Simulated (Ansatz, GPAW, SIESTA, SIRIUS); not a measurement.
**CdF2: programs and potentials compared**

```
CELL_PARAMETERS angstrom
0.00000 2.69400 2.69400
2.69400 0.00000 2.69400
2.69400 2.69400 0.00000
ATOMIC_POSITIONS crystal
Cd 0.00000 0.00000 0.00000
F 0.75000 0.75000 0.75000
F 0.25000 0.25000 0.25000
```

Alike in all runs: task band structure; functional PBE; k mesh 9 × 9 × 9; occupations fermi-dirac, width 0.05 eV; no spin polarisation; no spin-orbit coupling. Pressure is positive in compression and, in plane waves, holds the error of the finite cutoff. Gaps are the smaller of the mesh's and the band path's.

```tsv
program and potentials	plane-wave cutoff (eV)	notes	band gap (eV)	pressure (GPa)
SIESTA, files PseudoDojo sr-pbe-0.4.1-standard, DZP (energy shift 0.003 Ry; two zetas on semicore shells)	-	atomic basis; 11.33 valence electrons an atom on average	3.12	5.72
SIRIUS, all-electron FP-LAPW, apw+lo standard	-	-	?	-
GPAW, GPAW PAW data sets (gpaw-data 1.2.1)	800	8.67 valence electrons an atom on average	3.07	3.58
Ansatz, all-electron LAPW, scalar-relativistic	-	-	3.09	5.43
```

Q: Estimate from the other rows what the run with SIRIUS, all-electron FP-LAPW, apw+lo standard gave.

A: Band gap 3.10 eV. The other rows, which needn't bracket it: band gap 3.07 to 3.12; pressure 3.58 to 5.72.
